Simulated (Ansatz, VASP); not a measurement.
This is a calculation of Hf for Ansatz 0.2.0.

input.yaml

```yaml
crystal:
  lattice:
    - [3.1967, 0.0, 0.0]
    - [-1.59835, 2.7684234083, 0.0]
    - [0.0, 0.0, 5.0578]
  atoms:
    - { symbol: Hf, position: [0.6666666667, 0.3333333333, 0.75] }
    - { symbol: Hf, position: [0.3333333333, 0.6666666667, 0.25] }
hamiltonian:
  xc: pbe
  pseudopotentials: { kind: paw }
kpoints:
  mp_grid: { grid: [8, 8, 5] }
scf:
  occupations: { method: fermi_dirac, width: 0.05 }
output:
  forces: true
  stress: true
  eigenvalues: true
```

Potentials or basis: Ansatz PAW.

Run with:

```console
$ ansatz run input.yaml --threads 2 --pin off --max-ram 5632MiB --backend cpu --events-out ev --progress --plain --runs-dir out
```

Task: Set up the same calculation for VASP 6.6.1. Potentials there: VASP PAW PBE potentials, release 64 (Hf_pv).

Result: As run (the cutoff follows the program's own potentials):

Contents of INCAR:

```
SYSTEM = Hf
PREC = Accurate
ENCUT = 520
EDIFF = 1E-7
ISMEAR = -1
SIGMA = 0.05
LREAL = .FALSE.
LASPH = .TRUE.
NELM = 60
ALGO = Normal
ISIF = 2
LWAVE = .FALSE.
LCHARG = .FALSE.
GGA = PE
NBANDS = 17
```

KPOINTS

```
Automatic mesh
0
G
  8 8 5
  0 0 0
```

File POSCAR:

```
Hf
1.0
    3.1967000000      0.0000000000      0.0000000000
   -1.5983500000      2.7684234083      0.0000000000
    0.0000000000      0.0000000000      5.0578000000
Hf
2
Direct
    0.6666666667      0.3333333333      0.7500000000
    0.3333333333      0.6666666667      0.2500000000
```

Potentials or basis: VASP PAW PBE potentials, release 64 (Hf_pv).

The run is started by

```console
$ cat potpaw_PBE.64/Hf_pv/POTCAR > POTCAR
$ mpirun -np 1 vasp_std > vasp.out
```

Both were run:

|  | VASP | Ansatz | Ansatz less VASP |
| --- | --- | --- | --- |
| gap on the k mesh at the Fermi level (eV) | none | none | - |
| pressure (GPa) | 0.4 | 0.9 | +0.44 |
| largest component of the traceless stress (GPa) | 0.15 | 0.08 | -0.073 |

A gap of «none» marks a metal or a gap that the smearing closes. With one functional, cell and mesh, what is left measures potentials, basis and numerics. The two sets of potentials don't hold the same shells in valence.

The runs have no spin-orbit coupling, so splittings on Hf are missing.
